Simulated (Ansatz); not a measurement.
**What a change of settings does to a run on LiF**

The cell is COD entry 1010990, as deposited and not checked against the literature; nothing was relaxed.

First run: DFT, PBEsol, all-electron LAPW, scalar-relativistic (Ansatz 0.2.0).

Command: `ansatz run input.yaml --threads 1 --pin off --max-ram 2048MiB --backend cpu --events-out ev --progress --plain --runs-dir out` The run took 1.3 s on 1 thread of AMD EPYC 9R45 96-Core Processor (Zen 5), with other jobs on the host, peak memory 0.28 GiB.

```yaml
crystal:
  lattice:
    - [0.0, 2.014, 2.014]
    - [2.014, 0.0, 2.014]
    - [2.014, 2.014, 0.0]
  atoms:
    - { symbol: Li, position: [0.0, 0.0, 0.0] }
    - { symbol: F, position: [0.5, 0.5, 0.5] }
kpoints:
  mp_grid: { grid: [10, 10, 10] }
  band_path:
    path:
      - [0.0, 0.0, 0.0]
      - [0.5, 0.0, 0.5]
      - [0.625, 0.25, 0.625]
      - [0.375, 0.375, 0.75]
      - [0.0, 0.0, 0.0]
      - [0.5, 0.5, 0.5]
      - [0.5, 0.25, 0.75]
      - [0.5, 0.0, 0.5]
    npoints: 5
scf:
  occupations: { method: fermi_dirac, width: 0.03 }
hamiltonian:
  xc: pbesol
  pseudopotentials: { kind: all_electron, lapw: { basis_error: 0.001 } }
output:
  forces: true
  stress: true
  eigenvalues: true
```

Result: converged; pressure -1.19 GPa; gap on the k mesh 8.90 eV; 6 SCF iterations.

The input is then changed:

```diff
@@ -8,5 +8,5 @@
     - { symbol: F, position: [0.5, 0.5, 0.5] }
 kpoints:
-  mp_grid: { grid: [10, 10, 10] }
+  mp_grid: { grid: [10, 10, 10], shift: [0.5, 0.5, 0.5] }
   band_path:
     path:
@@ -22,4 +22,5 @@
 scf:
   occupations: { method: fermi_dirac, width: 0.03 }
+  mixing: { algorithm: broyden, beta: 0.3, ndim: 4 }
 hamiltonian:
   xc: pbesol
```

(1) Predict the outcome of the changed run.

Results:

(1) It converged; energy at zero smearing 0.0 meV/atom from the first run; pressure -1.20 GPa; gap on the k mesh 8.98 eV (the mesh can miss the band edges); 7 SCF iterations.
